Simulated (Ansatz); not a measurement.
# Cr (P6_3/mmc) in Ansatz: notebook, part 2 of 2

Ansatz 0.2.0. The steps go on from the part before.

## (4) Band structure, RPBE, collinear spin, ferromagnetic start

File input.yaml:

```yaml
crystal:
  lattice:
    - [2.714, 0.0, 0.0]
    - [-1.357, 2.3503929459, 0.0]
    - [0.0, 0.0, 4.41]
  atoms:
    - { symbol: Cr, position: [0.6666666667, 0.3333333333, 0.75], spin: 3.0 }
    - { symbol: Cr, position: [0.3333333333, 0.6666666667, 0.25], spin: 3.0 }
hamiltonian:
  xc: rpbe
  pseudopotentials: { kind: paw }
magnetization:
  spin_polarized: true
kpoints:
  mp_grid: { grid: [11, 11, 6] }
  band_path:
    path:
      - [[0.0, 0.0, 0.0], [0.5, 0.0, 0.0], [0.3333333333, 0.3333333333, 0.0], [0.0, 0.0, 0.0], [0.0, 0.0, 0.5], [0.5, 0.0, 0.5], [0.3333333333, 0.3333333333, 0.5], [0.0, 0.0, 0.5]]
      - [[0.5, 0.0, 0.5], [0.5, 0.0, 0.0]]
      - [[0.3333333333, 0.3333333333, 0.0], [0.3333333333, 0.3333333333, 0.5]]
    npoints: 14
scf:
  occupations: { method: fermi_dirac, width: 0.05 }
  n_extra_bands: 6
output:
  forces: true
  stress: true
  eigenvalues: true
  fatbands: false
```

Potentials or basis: Ansatz PAW.

Started as:

```bash
$ ansatz run input.yaml --threads 2 --pin off --max-ram 5632MiB --backend cpu --events-out ev --progress --plain --runs-dir out
```

Log:

```text
Warning: the band count 20 (scf.n_extra_bands) hosts the net moment |M| = 6.0000 μB (N_el = 28) but caps the reachable moment at 2·n_bands − N_el = 12.0000 μB, below the 21 bands that the automatic rule leaves for it — a moment growing past the seed, or the majority channel's smearing tail, pins there with fewer empty majority states than that count leaves; raise or omit scf.n_extra_bands unless the cap is intended
Warning: RAYON_NUM_THREADS=2 ignored (pool sized by the plan → 2); use --threads N
scf.n_extra_bands = 6 over 14 filled bands (N_el = 28.0): the run solves 20 bands
Engine: ansatz 0.2.0, x86_64-unknown-linux-gnu
Pseudopotentials: kind: paw
Pseudopotential: Cr, paw, valence charge 14, recommended cutoff 420 eV (normal), Cr.paw.azcp
Functional definition: RPBE
  parameter kappa = 0.804
  parameter beta = 0.06672455060314922
  exchange = rpbe_x(kappa = kappa, mu = beta*pi^2/3)
  correlation = pbe_c(beta = beta)
Crystal: 2 atoms, lattice volume = 28.131 Å³
Basis set: ecut = 420 eV, 549 PW (Γ), exchange–correlation on 40×40×60 points (8 copies of the dense FFT grid, shifted against one another)
Bands: 20, of which v1, the nominal top of the filled ones, is band 14 counted from 1 (13 counted from 0)
Symmetry: 24 space group operations
Space group: P63/mmc (ITA 194), of the structure as read, at distance tolerance 3.0e-5 Å
Magnetic group: BNS 194.263 (UNI 1493), of the structure as read, at distance tolerance 3.0e-5 Å
k-points: 64 of 726
Non-local potential: Cr, projectors of the file, l = 0: 3, l = 1: 2, l = 2: 3, l = 3: 1
PAW form: soft (Blöchl's): semilocal exchange-correlation on the pseudo side does not see the compensation charge
PAW frozen core: Cr, regenerated for the run's functional, and the local potential with it (the file was generated under x = pbe(κ = 0.804, μ = 0.2195149727645171), c = pbe(β = 0.06672455060314922))
PAW one-centre angular grid: Cr, 590 points (default); XC on 64 Gauss nodes
Initial density: superposition of atomic densities (chi_scale 0.1, normalization cell)
Starting moments: Σ|m| = 6 μB on 2 of 2 sites
Initial wavefunctions: pseudopotential atomic-orbital guess
[... 72 lines left out ...]
WARN: the starting moments were not kept: 1 of 2 ended reversed and 1 kept their direction, counting a site from 0.1 of the cell's largest site moment. The largest reversed, site 0 (counted from 0, in the order of the report's site_moments_mub), started with +3.0 μB and closes at -2.2e0 μB in its sphere. The net magnetisation is 1.8e-5 μB in size, at most 0.1 of the 6 μB that the starting moments add up to as vectors. The SCF closed on another magnetic arrangement than the starting moments describe; that does not show which of the two is lower. This SCF took its magnetisation from a saved state (the deck's checkpoint.read, a session's seed or a resume), or from the single point or search that the run made first, and not from the starting moments. Where the run's atoms have moved since that state, how it is taken is a key of its own (checkpoint.density_extrapolation: follow_atoms, where typed, takes the whole of its magnetisation to them with its atoms, but for some exceptions; the density_extrapolation keyword of a session's seed is the same key). To be rid of a resumed run's state, run its deck in a fresh run directory. To be rid of the state of a single point that the run made first, give starting moments in the input or, where a deck that gives them still makes one, type scf.lower_state_search: off. To try another start, run it without that state.
NSCF: frozen V_eff on 129 k-points
SCF converged after 3 iterations
Magnetization: 0.0000 μB (14.0000 up, 14.0000 down)
Absolute magnetization: 4.8496 μB (∫|ρ↑−ρ↓|, with the PAW one-centre terms)
Spin contamination: 1.9272 ħ² per cell (⟨S²⟩ above its minimum at these occupations)
Per-site moments (μB) at R_I (Å): [(-2.248374260860775, 1.1158327308725133), (2.2483914349898195, 1.1158327308725133)]
Free energy (F): -6763.308088 eV
Harris-Foulkes:  -6763.308088 eV  (|F-HF|=4.64e-10)
Internal energy: -6763.280922 eV  (E = F + TS)
E sigma→0 (E₀):  -6763.294505 eV
Entropy (-TS):   -0.027165 eV (-13.583 meV/atom)
Fermi energy:    15.690345 eV
--- Per-component energies (eV) ---
  E_band       = -381.695097
  E_kinetic    = 681.807036
  E_local      = -2709.187449  (includes V_loc(G=0)·N_el)
  E_nonlocal   = 160.011282
  E_hartree    = 1160.615948
  E_xc         = -277.525022
  E_vxc        = -353.089958  (∫ρ·V_xc dr)
  E_paw        = -2402.080007  (= ΣΔE_a)
  E_vpaw       = -482.468009  (= ΣTr[D̂ρ^β])
  E_aug_tail   = 0.000807  (compensation charges beyond the density's cutoff)
  E_ewald      = -3376.821965
  E_core_change = -0.101553  (= ΣΔE_core)
  E_smearing   = -0.027165  (= −TS)
  E_closure    = 0.000000  (closes the sum)
  Σ components = -6763.308088   (vs F -6763.308088, Δ=0.00e0)
--- Forces (eV/Å), atoms counted from 1 ---
  atom   1  Cr     0.00000000     0.00000000     0.00000000
  atom   2  Cr     0.00000000    -0.00000000     0.00000000
  max |Σ_I F_I| component: 1.85e-17 eV/Å
--- Stress (GPa, compression-positive) ---
        2.271020       0.000000       0.000000
        0.000000       2.271020       0.000000
        0.000000       0.000000     -18.226433
  P = ⅓ Tr σ = -4.5615 GPa (-45.615 kbar)
--- Band table (eV; the first three rows and the last of 128) ---
  k-point 0 ↑: bands = ["-56.8512", "-54.5474", "-28.1137", "-27.9476", "-27.9476", "-25.7111", "-25.7111", "-25.6585", "8.3643", "12.1055", "14.6022", "14.6022", "15.6355", "15.6739", "15.6739", "15.9289", "16.6383", "16.6383", "18.4048", "18.4048"]
  k-point 1 ↑: bands = ["-56.8511", "-54.5477", "-28.1079", "-27.9474", "-27.9474", "-25.7112", "-25.7112", "-25.6660", "8.6036", "11.9858", "14.5804", "14.5804", "15.0782", "15.6193", "15.6193", "15.9057", "16.7342", "16.7342", "18.4027", "18.4027"]
  k-point 2 ↑: bands = ["-56.8507", "-54.5482", "-28.0963", "-27.9472", "-27.9472", "-25.7115", "-25.7115", "-25.6809", "9.2745", "11.4544", "14.3271", "14.5440", "14.5440", "15.5126", "15.5126", "15.7825", "16.9305", "16.9305", "18.3838", "18.3838"]
  k-point 63 ↓: bands = ["-56.7875", "-54.4823", "-28.2368", "-28.1645", "-28.0406", "-26.0055", "-25.9336", "-25.6148", "13.0859", "13.2399", "13.7817", "13.9599", "14.1088", "15.2025", "16.5551", "16.5879", "17.5379", "18.3132", "21.0959", "22.0895"]
```

bands.tsv:

```text
[... 150 lines left out ...]
9.440590	-72.477214	-70.171998	-43.897278	-43.890293	-43.730348	-41.665831	-41.659633	-41.304348	-2.291539	-2.256330	-2.244996	-1.771170	-1.714044	-0.425940	0.826421	0.868641	1.821393	2.612586	5.917439	6.943740	-72.477215	-70.171965	-43.897275	-43.890290	-43.730352	-41.665799	-41.659601	-41.304321	-2.291549	-2.256333	-2.244979	-1.771165	-1.714041	-0.425932	0.826420	0.868667	1.821406	2.612632	5.917440	6.943753
```

Run time: 2 min. Hardware: 2 threads of Intel Xeon at 2.50GHz (Skylake/Cascade Lake), shared host; peak memory 0.53 GiB.

What came out:

| Quantity | Value |
| --- | --- |
| Free energy | -6763.3081 eV |
| Pressure | -4.6 GPa |
| Band gap on the k mesh | none (metal or under the smearing width) |
| Net moment | 0.00 μB per cell |
| Absolute moment | 4.85 μB per cell |
| Site moments | Cr -2.25, +2.25 μB |

Levels at the corners of the path, in eV from the Fermi level:
Spin up:
```
point  band 12  band 13  band 14  band 15  band 16  band 17
    Γ    -1.09    -0.05    -0.02    -0.02     0.24     0.95
    M    -1.22    -0.77    -0.03     0.32     1.07     2.73
    K    -2.13    -1.59     0.29     0.62     1.62     2.14
    Γ    -1.09    -0.05    -0.02    -0.02     0.24     0.95
    A    -1.16    -1.16    -0.23    -0.23     0.02     1.34
    L    -1.25    -0.35     0.38     1.05     1.40     1.97
    H    -1.77    -1.71    -0.43     0.83     0.87     1.82
    A    -1.16    -1.16    -0.23    -0.23     0.02     1.34
    L    -1.25    -0.35     0.38     1.05     1.40     1.97
    M    -1.22    -0.77    -0.03     0.32     1.07     2.73
    K    -2.13    -1.59     0.29     0.62     1.62     2.14
    H    -1.77    -1.71    -0.43     0.83     0.87     1.82
```
Spin down:
```
point  band 12  band 13  band 14  band 15  band 16  band 17
    Γ    -1.09    -0.05    -0.02    -0.02     0.24     0.95
    M    -1.22    -0.77    -0.03     0.32     1.07     2.73
    K    -2.13    -1.59     0.29     0.62     1.62     2.14
    Γ    -1.09    -0.05    -0.02    -0.02     0.24     0.95
    A    -1.16    -1.16    -0.23    -0.23     0.02     1.34
    L    -1.25    -0.35     0.38     1.05     1.40     1.97
    H    -1.77    -1.71    -0.43     0.83     0.87     1.82
    A    -1.16    -1.16    -0.23    -0.23     0.02     1.34
    L    -1.25    -0.35     0.38     1.05     1.40     1.97
    M    -1.22    -0.77    -0.03     0.32     1.07     2.73
    K    -2.13    -1.59     0.29     0.62     1.62     2.14
    H    -1.77    -1.71    -0.43     0.83     0.87     1.82
```

Caveat: the PAW data sets come from PBE, with cores solved anew for the run's functional, which leaves a small shift of forces and pressure; the starting moments weren't kept.
